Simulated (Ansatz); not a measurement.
Write the native input for Ansatz 0.2.0 that does the following.

| Quantity | Value |
| --- | --- |
| Task | single point |
| Functional | PBEsol |
| Potentials or basis | all-electron LAPW, scalar-relativistic |
| Cutoff | 264 eV (chosen from the basis error) |
| Basis error allowed | 0.001 eV/atom |
| k mesh | 11 × 11 × 6 |
| Occupations | fermi-dirac, width 0.05 eV |
| Spin | no spin polarisation |

Crystal: Zn.

```
Zn
1.0
     2.67000    0.00000    0.00000
    -1.33500    2.31229    0.00000
     0.00000    0.00000    4.96600
Zn
2
Direct
  0.66667 0.33333 0.75000
  0.33333 0.66667 0.25000
```

These files were run (other wordings do the same):

input.yaml

```yaml
crystal:
  lattice:
    - [2.67, 0.0, 0.0]
    - [-1.335, 2.3122878281, 0.0]
    - [0.0, 0.0, 4.966]
  atoms:
    - { symbol: Zn, position: [0.6666666667, 0.3333333333, 0.75] }
    - { symbol: Zn, position: [0.3333333333, 0.6666666667, 0.25] }
kpoints:
  mp_grid: { grid: [11, 11, 6] }
scf:
  occupations: { method: fermi_dirac, width: 0.05 }
hamiltonian:
  xc: pbesol
  pseudopotentials: { kind: all_electron, lapw: { basis_error: 0.001 } }
output:
  forces: true
  stress: true
  eigenvalues: true
  populations: true
```

Potentials or basis: all-electron LAPW, scalar-relativistic.

The run is started by

```sh
$ ansatz run input.yaml --threads 1 --pin off --max-ram 3072MiB --backend cpu --events-out ev --progress --plain --runs-dir out
```

It gave:

```yaml
Pressure: -5.6 GPa
Band_gap_on_the_k_mesh: none (metal or under the smearing width)
```

Wall time 13 s on 1 thread of Arm Neoverse V1, on a shared host, peak memory 0.32 GiB.
